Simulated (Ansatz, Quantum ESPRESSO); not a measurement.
## One calculation of Re, 5 ways

```
Re
1.0
     2.76080    0.00000    0.00000
    -1.38040    2.39092    0.00000
     0.00000    0.00000    4.45820
Re
2
Direct
  0.66667 0.33333 0.75000
  0.33333 0.66667 0.25000
```

Alike in all runs: task band structure; functional PBE; k mesh 11 × 11 × 6; occupations fermi-dirac, width 0.05 eV; no spin polarisation; no spin-orbit coupling. Pressure is positive in compression and, in plane waves, holds the error of the finite cutoff, which Ansatz's Pulay term estimates and takes out.

```tsv
program and potentials	plane-wave cutoff (eV)	notes	pressure (GPa)
Ansatz, Ansatz PAW	420	15 valence electrons an atom on average; Pulay term of +0.17 GPa included	6.00
Ansatz, all-electron LAPW, scalar-relativistic	-	-	6.10
Ansatz, PseudoDojo stringent (PBE files)	980	15 valence electrons an atom on average; Pulay term of +0.05 GPa included	5.86
Ansatz, Ansatz PAW (files of its older set among them)	660	29 valence electrons an atom on average	6.24
Quantum ESPRESSO, PseudoDojo 0.4.1 SR PBE standard	980	15 valence electrons an atom on average	5.83
```

The pressure spans 5.83 (Quantum ESPRESSO, PseudoDojo 0.4.1 SR PBE standard) to 6.24 GPa (Ansatz, Ansatz PAW (files of its older set among them)), with all-electron results at 6.10.

Differences between rows come from potentials, basis sets and numerical settings, since the functional is the same but for its coding. Runs on potential files found faulty are left out.
